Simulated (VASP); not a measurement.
# KTaO3 (Pm-3m) in VASP: relaxation of cell and atoms with PBEsol

Aim: the relaxation of cell and atoms of KTaO3 with PBEsol.

Program: VASP 6.6.1. These are calculated values, not measurements. Logs are shortened: lines on timing, memory, paths and dates and some standing lists are left out, and cuts for length are marked.

### Step 1. The structure

Symmetry: Pm-3m, No. 221, cubic system. The conventional cell has a = 3.989 Å, b = 3.989 Å, c = 3.989 Å, α = 90.00°, β = 90.00°, γ = 90.00°. K (site symmetry m-3m) is surrounded by 12 O at 2.82 Å. Ta (site symmetry m-3m) is surrounded by 6 O at 1.99 Å. Around O (site symmetry 4/mmm) lie 2 Ta at 1.99 Å.

### Step 2. Relaxation of cell and atoms, PBEsol

The input, INCAR:

```
SYSTEM = KTaO3
ALGO = Normal
EDIFF = 1E-7
EDIFFG = -0.005
ENCUT = 600
GGA = PS
IBRION = 2
ISIF = 3
ISMEAR = 0
KPAR = 4
LASPH = .TRUE.
LCHARG = .FALSE.
LREAL = .FALSE.
LWAVE = .FALSE.
NELM = 80
NSW = 90
PREC = Accurate
SIGMA = 0.03
```

The input, KPOINTS:

```
k-points
0
G
  8 8 8
  0 0 0
```

The input, POSCAR:

```
KTaO3                                   
1.0
    3.9890690674     -0.0000000000      0.0000000000
    0.0000000000      3.9890690674     -0.0000000000
    0.0000000000      0.0000000000      3.9890690674
  K               Ta              O             
     1     1     3
Direct
     0.5000000000000000    0.5000000000000000    0.5000000000000000
     0.0000000000000000    0.0000000000000000    0.0000000000000000
     0.5000000000000000    0.0000000000000000    0.0000000000000000
     0.0000000000000000    0.5000000000000000    0.0000000000000000
     0.0000000000000000    0.0000000000000000    0.5000000000000000
```

Potentials or basis: VASP PAW PBE potentials, release 64 (K_sv, Ta_pv, O).

On the command line:

```sh
> cat potpaw_PBE.64/K_sv/POTCAR potpaw_PBE.64/Ta_pv/POTCAR potpaw_PBE.64/O/POTCAR > POTCAR
> mpirun -np 4 vasp_std > vasp.out
```

OUTCAR:

```text
SYSTEM = KTaO3
   EDIFF = 1E-7
   EDIFFG = -0.005
   ENCUT = 600
   GGA = PS
   IBRION = 2
   ISIF = 3
   ISMEAR = 0
   LASPH = .TRUE.
   LREAL = .FALSE.
   NELM = 80
   NSW = 90
   PREC = Accurate

 ion  position               nearest neighbor table
   1  0.500  0.500  0.500-   3 2.82   4 2.82   5 2.82   3 2.82   4 2.82   3 2.82   5 2.82   3 2.82
                             4 2.82   5 2.82   4 2.82   5 2.82   2 3.45   2 3.45   2 3.45   2 3.45
   2  0.000  0.000  0.000-   3 1.99   4 1.99   5 1.99   5 1.99   4 1.99   3 1.99   1 3.45   1 3.45
                             1 3.45   1 3.45   1 3.45   1 3.45   1 3.45   1 3.45
   3  0.500  0.000  0.000-   2 1.99   2 1.99   1 2.82   1 2.82   1 2.82   1 2.82
   4  0.000  0.500  0.000-   2 1.99   2 1.99   1 2.82   1 2.82   1 2.82   1 2.82
   5  0.000  0.000  0.500-   2 1.99   2 1.99   1 2.82   1 2.82   1 2.82   1 2.82

  LATTYP: Found a simple cubic cell.
 ALAT       =     3.9890690674

  Lattice vectors:

 A1 = (   3.9890690674,   0.0000000000,   0.0000000000)
 A2 = (   0.0000000000,   3.9890690674,   0.0000000000)
 A3 = (   0.0000000000,   0.0000000000,   3.9890690674)

Analysis of symmetry for initial positions (statically):
=====================================================================
 Subroutine PRICEL returns:
 Original cell was already a primitive cell.

 Routine SETGRP: Setting up the symmetry group for a
 simple cubic supercell.

 Subroutine GETGRP returns: Found 48 space group operations
 (whereof 48 operations were pure point group operations)
 out of a pool of 48 trial point group operations.

The static configuration has the point symmetry O_h .

Analysis of symmetry for dynamics (positions and initial velocities):
=====================================================================
 Subroutine PRICEL returns:
 Original cell was already a primitive cell.

 Routine SETGRP: Setting up the symmetry group for a
 simple cubic supercell.

 Subroutine GETGRP returns: Found 48 space group operations
 (whereof 48 operations were pure point group operations)
 out of a pool of 48 trial point group operations.

The dynamic configuration has the point symmetry O_h .

 Subroutine INISYM returns: Found 48 space group operations
 (whereof 48 operations are pure point group operations),
 and found     1 'primitive' translations

----------------------------------------------------------------------------------------

                                     Primitive cell

  volume of cell :      63.4767

  direct lattice vectors                    reciprocal lattice vectors
     3.989069067  0.000000000  0.000000000     0.250685055  0.000000000  0.000000000
     0.000000000  3.989069067  0.000000000     0.000000000  0.250685055  0.000000000
     0.000000000  0.000000000  3.989069067     0.000000000  0.000000000  0.250685055

  length of vectors
     3.989069067  3.989069067  3.989069067     0.250685055  0.250685055  0.250685055

  position of ions in fractional coordinates (direct lattice)
     0.500000000  0.500000000  0.500000000
     0.000000000  0.000000000  0.000000000
     0.500000000  0.000000000  0.000000000
     0.000000000  0.500000000  0.000000000
     0.000000000  0.000000000  0.500000000

  ion indices of the primitive-cell ions
   primitive index   ion index
                 1           1
                 2           2
                 3           3
                 4           4
                 5           5

----------------------------------------------------------------------------------------

 KPOINTS: k-points

Automatic generation of k-mesh.
 Grid dimensions read from file:
 generate k-points for:    8    8    8

 Generating k-lattice:

  Cartesian coordinates                     Fractional coordinates (reciprocal lattice)
     0.031335632  0.000000000  0.000000000     0.125000000  0.000000000  0.000000000
     0.000000000  0.031335632  0.000000000     0.000000000  0.125000000  0.000000000
     0.000000000  0.000000000  0.031335632     0.000000000  0.000000000  0.125000000

  Length of vectors
     0.031335632  0.031335632  0.031335632

  Shift w.r.t. Gamma in fractional coordinates (k-lattice)
     0.000000000  0.000000000  0.000000000

 Subroutine IBZKPT returns following result:
 ===========================================

 Found     35 irreducible k-points:

 Following reciprocal coordinates:
            Coordinates               Weight
  0.000000  0.000000  0.000000      1.000000
  0.125000  0.000000  0.000000      6.000000
  0.250000  0.000000  0.000000      6.000000
  0.375000  0.000000  0.000000      6.000000
  0.500000  0.000000  0.000000      3.000000
  0.125000  0.125000  0.000000     12.000000
[... 16 lines left out ...]
  0.375000  0.375000  0.125000     24.000000
  0.500000  0.375000  0.125000     24.000000
 [... further k-points ...]
   k-points           NKPTS =     35   k-points in BZ     NKDIM =     35   number of bands    NBANDS=     23
   number of dos      NEDOS =    301   number of ions     NIONS =      5
   total plane-waves  NPLWV =  32768
   dimension x,y,z NGX =    32 NGY =   32 NGZ =   32
   dimension x,y,z NGXF=    64 NGYF=   64 NGZF=   64
   ions per type =               1   1   3
   NGX,Y,Z   is equivalent  to a cutoff of  13.34, 13.34, 13.34 a.u.
   NGXF,Y,Z  is equivalent  to a cutoff of  26.67, 26.67, 26.67 a.u.
 SYSTEM =  KTaO3
   PREC   = accura    normal or accurate (medium, high low for compatibility)
   ISTART =      0    job   : 0-new  1-cont  2-samecut
   ICHARG =      2    charge: 1-file 2-atom 10-const
   ISPIN  =      1    spin polarized calculation?
   LNONCOLLINEAR =      F non collinear calculations
   LSORBIT =      F    spin-orbit coupling
   LASPH  =      T    aspherical Exc in radial PAW
   ENCUT  =  600.0 eV  44.10 Ry    6.64 a.u.   7.97  7.97  7.97*2*pi/ulx,y,z
   NELM   =     80;   NELMIN=  2; NELMDL= -5     # of ELM steps
   EDIFF  = 0.1E-06   stopping-criterion for ELM
   LREAL  =      F    real-space projection
   EDIFFG = -.5E-02   stopping-criterion for IOM
   NSW    =     90    number of steps for IOM
   IBRION =      2    ionic relax: 0-MD 1-quasi-New 2-CG
   NFREE  =      1    steps in history (QN), initial steepest desc. (CG)
   ISIF   =      3    stress and relaxation
   ISYM   =      2    0-nonsym 1-usesym 2-fastsym
   POTIM  = 0.5000    time-step for ionic-motion
   TEBEG  =    0.0;   TEEND  =   0.0 temperature during run
   PSTRESS=    0.0 pullay stress
   NELECT =      38.0000    total number of electrons
   NUPDOWN=      -1.0000    fix difference up-down
   EMIN   =  10.00;   EMAX   =-10.00  energy-range for DOS
   EFERMI =   0.00;   METHOD = LEGACY
   ISMEAR =     0;   SIGMA  =   0.03  broadening in eV -4-tet -1-fermi 0-gaus
   EFERMI_NEDOS =   21; number of points for ismear=-14 and -15
   IALGO  =     38    algorithm
   IMIX   =      4    mixing-type and parameters
     AMIX     =   0.40;   BMIX     =  1.00
     AMIX_MAG =   1.60;   BMIX_MAG =  1.00
  volume/ion in A,a.u.               =      12.70        85.67
  Fermi-wavevector in a.u.,A,eV,Ry     =   1.379742  2.607334 25.901238  1.903687
  Thomas-Fermi vector in A             =   2.504683
   LORBIT       =      0    0 simple, 1 ext, 2 COOP (PROOUT), +10 PAW based schemes
   GGA     = PS    functional components
   LHFCALC =     F    Hartree Fock is set to
   AEXX    =    0.0000 exact exchange contribution
   IVDW    =     0    specifies the selected vdW correction
   LEPSILON=     F    determine dielectric tensor
   LRPA    =     F    only Hartree local field effects (RPA)
 conjugate gradient relaxation of ions
 non-spin polarized calculation
 Gauss-broadening in eV      SIGMA  =   0.03
  energy-cutoff  :      600.00
  volume of cell :       63.48
 maximum number of plane-waves:      2176
 NGX is ok and might be reduce to    32
   NGX = 15   NGY = 15   NGZ = 15

 number of electron      37.9999991 magnetization

 Free energy of the ion-electron system (eV)
  ---------------------------------------------------
  ext. energy  EPLUGINS =         0.00000000
  ---------------------------------------------------
  free energy    TOTEN  =       -42.92852646 eV

  energy without entropy =      -42.92852646  energy(sigma->0) =      -42.92852646

 E-fermi :   1.7940     XC(G=0): -11.1361

 val. band max:        1.6569339685   @ k =   0.5000   0.5000   0.5000
 cond. band min:       3.7423384700   @ k =   0.0000   0.0000   0.0000
 fundamental gap:      2.0854045015
 Fermi energy:         1.7939796803

 k-point     1 :       0.0000    0.0000    0.0000
  band No.  band energies     occupation
      1     -32.4081      2.00000
      2     -32.4081      2.00000
      3     -32.4081      2.00000
      4     -25.4601      2.00000
      5     -15.8260      2.00000
      6     -15.0987      2.00000
[... 15 lines left out ...]
     22       3.7423      0.00000
     23       8.0973      0.00000

 k-point     2 :       0.1250    0.0000    0.0000
  band No.  band energies     occupation
      1     -32.4216      2.00000
      2     -32.4075      2.00000
      3     -32.4075      2.00000
      4     -25.4557      2.00000
      5     -15.7797      2.00000
      6     -15.0952      2.00000
[... 15 lines left out ...]
     22       4.2389      0.00000
     23       8.3628      0.00000

 k-point     3 :       0.2500    0.0000    0.0000
  band No.  band energies     occupation
      1     -32.4539      2.00000
      2     -32.4063      2.00000
      3     -32.4063      2.00000
      4     -25.4453      2.00000
      5     -15.7236      2.00000
      6     -15.0868      2.00000
[... 15 lines left out ...]
     22       5.2663      0.00000
     23       8.9100      0.00000
[... 495 lines left out ...]
 k-point    23 :       0.3750    0.3750    0.1250
  band No.  band energies     occupation
      1     -32.4815      2.00000
      2     -32.4812      2.00000
      3     -32.4153      2.00000
      4     -25.4179      2.00000
      5     -15.2429      2.00000
      6     -14.4264      2.00000
[... 15 lines left out ...]
     22       7.4007      0.00000
     23       9.9624      0.00000

 k-point    24 :       0.5000    0.3750    0.1250
  band No.  band energies     occupation
      1     -32.4943      2.00000
      2     -32.4807      2.00000
      3     -32.4148      2.00000
      4     -25.4154      2.00000
      5     -15.2180      2.00000
      6     -14.4053      2.00000
[... 15 lines left out ...]
     22       7.7032      0.00000
     23       9.9772      0.00000

 [... further k-points ...]

------------------------ aborting loop because EDIFF is reached ----------------------------------------

  FORCE on cell =-STRESS in cart. coord.  units (eV):
  Direction    XX          YY          ZZ          XY          YZ          ZX
  --------------------------------------------------------------------------------------
  -------------------------------------------------------------------------------------
  Total        0.0047517      0.0047517      0.0047517     -0.0000000     -0.0000000     -0.0000000
  in kB        0.1199358      0.1199358      0.1199358     -0.0000000     -0.0000000     -0.0000000
  external PRESSURE =       0.1199358 kB  Pullay stress =       0.0000000 kB

 VOLUME and BASIS-vectors are now :
 -----------------------------------------------------------------------------
  energy-cutoff  :      600.00
  volume of cell :       63.48
      direct lattice vectors                 reciprocal lattice vectors
     3.989069067  0.000000000  0.000000000     0.250685055  0.000000000  0.000000000
     0.000000000  3.989069067  0.000000000     0.000000000  0.250685055  0.000000000
     0.000000000  0.000000000  3.989069067     0.000000000  0.000000000  0.250685055

 POSITION                                       TOTAL-FORCE (eV/Angst)
 -----------------------------------------------------------------------------------
      1.99453      1.99453      1.99453         0.000000      0.000000      0.000000
      0.00000      0.00000      0.00000         0.000000      0.000000      0.000000
      1.99453      0.00000      0.00000         0.000000      0.000000      0.000000
      0.00000      1.99453      0.00000         0.000000      0.000000      0.000000
      0.00000      0.00000      1.99453         0.000000      0.000000      0.000000
 -----------------------------------------------------------------------------------
    total drift:                                0.000000      0.000000     -0.000000

  FREE ENERGIE OF THE ION-ELECTRON SYSTEM (eV)
  ---------------------------------------------------
  free  energy   TOTEN  =       -42.9285264610 eV

  energy  without entropy=      -42.9285264610  energy(sigma->0) =      -42.92852646

 reached required accuracy - stopping structural energy minimisation
```

It took 10 s on 4 MPI ranks of AMD EPYC 9R45 (Zen 5), shared host; peak memory 0.19 GiB.

What came out:

```
Free energy             : -42.9285 eV
Pressure after relaxing : 0.0 GPa
Band gap on the k mesh  : 2.09 eV, indirect (least direct gap 2.71 eV)
```

Final structure:
```yaml
crystal:
  lattice:
    - [3.98907, 0.00000, 0.00000]
    - [0.00000, 3.98907, 0.00000]
    - [0.00000, 0.00000, 3.98907]
  atoms:
    - { symbol: K, position: [0.50000, 0.50000, 0.50000] }
    - { symbol: Ta, position: [0.00000, 0.00000, 0.00000] }
    - { symbol: O, position: [0.50000, 0.00000, 0.00000] }
    - { symbol: O, position: [0.00000, 0.50000, 0.00000] }
    - { symbol: O, position: [0.00000, 0.00000, 0.50000] }
```

Caveat: the relaxation stopped at its first step, so nothing moved; the PAW data sets were made with another functional, which shifts forces and pressure a little; spin-orbit coupling is left out, which moves the levels of the heavy elements. A k mesh can miss the band edges.
